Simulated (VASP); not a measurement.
# CdTe (F-43m) in VASP: single point with LDA

Aim: the single point of CdTe with LDA.

Program: VASP 6.6.1. These are calculated values, not measurements. Logs are shortened: lines on timing, memory, paths and dates and some standing lists are left out, and cuts for length are marked.

**1. The undisturbed crystal**

It takes space group F-43m (No. 216, cubic). Conventional cell: a = 6.410 Å, b = 6.410 Å, c = 6.410 Å, α = 90.00°, β = 90.00°, γ = 90.00°. Te (site symmetry -43m) is surrounded by 4 Cd at 2.78 Å. Cd (site symmetry -43m) is surrounded by 4 Te at 2.78 Å.

**2. Single point, LDA (grid = ENCUT=400 dk=0.6 cell=3x3x3 ISMEAR=0 SIGMA=0.05 LREAL=Auto EDIFF=1e-06)**

Input file INCAR:

```
SYSTEM = CdTe
PREC = Accurate
ENCUT = 400
EDIFF = 1E-6
ISMEAR = 0
SIGMA = 0.05
LREAL = Auto
LASPH = .TRUE.
NELM = 120
ALGO = Fast
ISIF = 2
LWAVE = .FALSE.
LCHARG = .FALSE.
GGA = CA
NBANDS = 261
NCORE = 2
KPAR = 1
```

Input file KPOINTS:

```
Automatic mesh
0
G
  1 1 1
  0 0 0
```

Input file POSCAR:

```
CdTe
1.0
    0.0000000000      9.6150000000      9.6150000000
    9.6150000000      0.0000000000      9.6150000000
    9.6150000000      9.6150000000      0.0000000000
Te Cd
27 27
Direct
    0.2500000000      0.2500000000      0.2500000000
    0.2500000000      0.2500000000      0.5833333333
    0.2500000000      0.2500000000      0.9166666667
    0.2500000000      0.5833333333      0.2500000000
    0.2500000000      0.5833333333      0.5833333333
    0.2500000000      0.5833333333      0.9166666667
    0.2500000000      0.9166666667      0.2500000000
    0.2500000000      0.9166666667      0.5833333333
    0.2500000000      0.9166666667      0.9166666667
    0.5833333333      0.2500000000      0.2500000000
    0.5833333333      0.2500000000      0.5833333333
    0.5833333333      0.2500000000      0.9166666667
    0.5833333333      0.5833333333      0.2500000000
    0.5833333333      0.5833333333      0.5833333333
    0.5833333333      0.5833333333      0.9166666667
    0.5833333333      0.9166666667      0.2500000000
    0.5833333333      0.9166666667      0.5833333333
    0.5833333333      0.9166666667      0.9166666667
    0.9166666667      0.2500000000      0.2500000000
    0.9166666667      0.2500000000      0.5833333333
    0.9166666667      0.2500000000      0.9166666667
    0.9166666667      0.5833333333      0.2500000000
    0.9166666667      0.5833333333      0.5833333333
    0.9166666667      0.5833333333      0.9166666667
    0.9166666667      0.9166666667      0.2500000000
    0.9166666667      0.9166666667      0.5833333333
    0.9166666667      0.9166666667      0.9166666667
    0.0000000000      0.0000000000      0.0000000000
    0.0000000000      0.0000000000      0.3333333333
    0.0000000000      0.0000000000      0.6666666667
    0.0000000000      0.3333333333      0.0000000000
    0.0000000000      0.3333333333      0.3333333333
    0.0000000000      0.3333333333      0.6666666667
    0.0000000000      0.6666666667      0.0000000000
    0.0000000000      0.6666666667      0.3333333333
    0.0000000000      0.6666666667      0.6666666667
    0.3333333333      0.0000000000      0.0000000000
    0.3333333333      0.0000000000      0.3333333333
    0.3333333333      0.0000000000      0.6666666667
    0.3333333333      0.3333333333      0.0000000000
    0.3333333333      0.3333333333      0.3333333333
    0.3333333333      0.3333333333      0.6666666667
    0.3333333333      0.6666666667      0.0000000000
    0.3333333333      0.6666666667      0.3333333333
    0.3333333333      0.6666666667      0.6666666667
    0.6666666667      0.0000000000      0.0000000000
    0.6666666667      0.0000000000      0.3333333333
    0.6666666667      0.0000000000      0.6666666667
    0.6666666667      0.3333333333      0.0000000000
    0.6666666667      0.3333333333      0.3333333333
    0.6666666667      0.3333333333      0.6666666667
    0.6666666667      0.6666666667      0.0000000000
    0.6666666667      0.6666666667      0.3333333333
    0.6666666667      0.6666666667      0.6666666667
```

Potentials or basis: VASP PAW LDA potentials, release 64 (Te, Cd).

Started as:

```console
$ cat potpaw_LDA.64/Te/POTCAR potpaw_LDA.64/Cd/POTCAR > POTCAR
$ mpirun -np 4 vasp_std > vasp.out
```

OUTCAR:

```text
SYSTEM = CdTe
   PREC = Accurate
   ENCUT = 400
   EDIFF = 1E-6
   ISMEAR = 0
   LREAL = Auto
   LASPH = .TRUE.
   NELM = 120
   ISIF = 2
   GGA = CA

 Found      1 irreducible k-points:

 Following reciprocal coordinates:
            Coordinates               Weight
  0.000000  0.000000  0.000000      1.000000
   k-points           NKPTS =      1   k-points in BZ     NKDIM =      1   number of bands    NBANDS=    262
   number of dos      NEDOS =    301   number of ions     NIONS =     54
   total plane-waves  NPLWV = 729000
   dimension x,y,z NGX =    90 NGY =   90 NGZ =   90
   dimension x,y,z NGXF=   180 NGYF=  180 NGZF=  180
   ions per type =              27  27
   NGX,Y,Z   is equivalent  to a cutoff of  11.00, 11.00, 11.00 a.u.
   NGXF,Y,Z  is equivalent  to a cutoff of  22.01, 22.01, 22.01 a.u.
 SYSTEM =  CdTe
   PREC   = accura    normal or accurate (medium, high low for compatibility)
   ISTART =      0    job   : 0-new  1-cont  2-samecut
   ICHARG =      2    charge: 1-file 2-atom 10-const
   ISPIN  =      1    spin polarized calculation?
   LNONCOLLINEAR =      F non collinear calculations
   LSORBIT =      F    spin-orbit coupling
   LASPH  =      T    aspherical Exc in radial PAW
   ENCUT  =  400.0 eV  29.40 Ry    5.42 a.u.  22.17 22.17 22.17*2*pi/ulx,y,z
   NELM   =    120;   NELMIN=  2; NELMDL= -5     # of ELM steps
   EDIFF  = 0.1E-05   stopping-criterion for ELM
   LREAL  =      T    real-space projection
   EDIFFG = 0.1E-04   stopping-criterion for IOM
   NSW    =      0    number of steps for IOM
   IBRION =     -1    ionic relax: 0-MD 1-quasi-New 2-CG
   NFREE  =      0    steps in history (QN), initial steepest desc. (CG)
   ISIF   =      2    stress and relaxation
   ISYM   =      2    0-nonsym 1-usesym 2-fastsym
   POTIM  = 0.5000    time-step for ionic-motion
   TEBEG  =    0.0;   TEEND  =   0.0 temperature during run
   PSTRESS=    0.0 pullay stress
   NELECT =     486.0000    total number of electrons
   NUPDOWN=      -1.0000    fix difference up-down
   EMIN   =  10.00;   EMAX   =-10.00  energy-range for DOS
   EFERMI =   0.00;   METHOD = LEGACY
   ISMEAR =     0;   SIGMA  =   0.05  broadening in eV -4-tet -1-fermi 0-gaus
   EFERMI_NEDOS =   21; number of points for ismear=-14 and -15
   IALGO  =     68    algorithm
   IMIX   =      4    mixing-type and parameters
     AMIX     =   0.40;   BMIX     =  1.00
     AMIX_MAG =   1.60;   BMIX_MAG =  1.00
  volume/ion in A,a.u.               =      32.92       222.17
  Fermi-wavevector in a.u.,A,eV,Ry     =   1.062497  2.007828 15.359610  1.128899
  Thomas-Fermi vector in A             =   2.197950
   LORBIT       =      0    0 simple, 1 ext, 2 COOP (PROOUT), +10 PAW based schemes
   GGA     = CA    functional components
   LHFCALC =     F    Hartree Fock is set to
   AEXX    =    0.0000 exact exchange contribution
   IVDW    =     0    specifies the selected vdW correction
   LEPSILON=     F    determine dielectric tensor
   LRPA    =     F    only Hartree local field effects (RPA)
 non-spin polarized calculation
 RMM-DIIS sequential band-by-band and
 Gauss-broadening in eV      SIGMA  =   0.05
  energy-cutoff  :      400.00
  volume of cell :     1777.78
 maximum number of plane-waves:     32311
 NGX is ok and might be reduce to    90
   NGX = 45   NGY = 45   NGZ = 45

 number of electron     486.0000294 magnetization

 Free energy of the ion-electron system (eV)
  ---------------------------------------------------
  ext. energy  EPLUGINS =         0.00000000
  ---------------------------------------------------
  free energy    TOTEN  =      -155.66516018 eV

  energy without entropy =     -155.66516018  energy(sigma->0) =     -155.66516018

 E-fermi :   2.8040     XC(G=0):  -9.0642

 val. band max:        2.5550585813   @ k =   0.0000   0.0000   0.0000
 cond. band min:       3.1537213679   @ k =   0.0000   0.0000   0.0000
 fundamental gap:      0.5986627866
 Fermi energy:         2.8039536495

 k-point     1 :       0.0000    0.0000    0.0000
  band No.  band energies     occupation
      1      -8.8700      2.00000
      2      -8.5402      2.00000
      3      -8.5402      2.00000
      4      -8.5402      2.00000
      5      -8.5402      2.00000
      6      -8.5402      2.00000
[... 247 lines left out ...]
    254       5.0401      0.00000
    255       5.0401      0.00000
 [bands above 255 left out]

------------------------ aborting loop because EDIFF is reached ----------------------------------------

  FORCE on cell =-STRESS in cart. coord.  units (eV):
  Direction    XX          YY          ZZ          XY          YZ          ZX
  --------------------------------------------------------------------------------------
  -------------------------------------------------------------------------------------
  Total        8.7239980      8.7239980      8.7239980     -0.0000000      0.0000000      0.0000000
  in kB        7.8622759      7.8622759      7.8622759     -0.0000000      0.0000000      0.0000000
  external PRESSURE =       7.8622759 kB  Pullay stress =       0.0000000 kB

 VOLUME and BASIS-vectors are now :
 -----------------------------------------------------------------------------
  energy-cutoff  :      400.00
  volume of cell :     1777.78
      direct lattice vectors                 reciprocal lattice vectors
     0.000000000  9.615000000  9.615000000    -0.052002080  0.052002080  0.052002080
     9.615000000  0.000000000  9.615000000     0.052002080 -0.052002080  0.052002080
     9.615000000  9.615000000  0.000000000     0.052002080  0.052002080 -0.052002080

 POSITION                                       TOTAL-FORCE (eV/Angst)
 -----------------------------------------------------------------------------------
      4.80750      4.80750      4.80750         0.000000      0.000000     -0.000000
      8.01250      8.01250      4.80750         0.000000      0.000000     -0.000000
     11.21750     11.21750      4.80750         0.000000      0.000000      0.000000
      8.01250      4.80750      8.01250        -0.000000      0.000000      0.000000
     11.21750      8.01250      8.01250         0.000000      0.000000      0.000000
     14.42250     11.21750      8.01250         0.000000      0.000000      0.000000
[... 46 lines left out ...]
      9.61500      9.61500     12.82000        -0.000000     -0.000000     -0.000000
     12.82000     12.82000     12.82000        -0.000000     -0.000000     -0.000000
 -----------------------------------------------------------------------------------
    total drift:                               -0.000014     -0.000014     -0.000012

  FREE ENERGIE OF THE ION-ELECTRON SYSTEM (eV)
  ---------------------------------------------------
  free  energy   TOTEN  =      -155.6651601826 eV

  energy  without entropy=     -155.6651601826  energy(sigma->0) =     -155.66516018
```

Wall time 4.5 min (4 MPI ranks of Intel Xeon Platinum 8259CL at 2.50GHz (Skylake/Cascade Lake), shared host); peak memory 0.45 GiB.

These settings aren't checked as converged: the numbers below hold their error.

What came out:

| Item | Value |
| --- | --- |
| Free energy | -155.6652 eV |
| Pressure | 0.8 GPa |
| Band gap on the k mesh | 0.60 eV |

Caveat: the k mesh is coarse (spacing up to 0.57 Å⁻¹), so the values aren't converged; spin-orbit coupling is left out, which moves the levels of the heavy elements; an odd mesh through Γ misses points on the zone boundary, where band edges often lie.

**3. For comparison**

An earlier run on the cell as given: functional PBEsol; potentials or basis VASP PAW PBE potentials, release 64 (Te, Cd); cutoff 520 eV; k mesh 7 × 7 × 7; occupations fermi-dirac, width 0.05 eV; no spin polarisation.

- Pressure: 1.9 GPa
- Band gap on the k mesh: 0.76 eV, direct
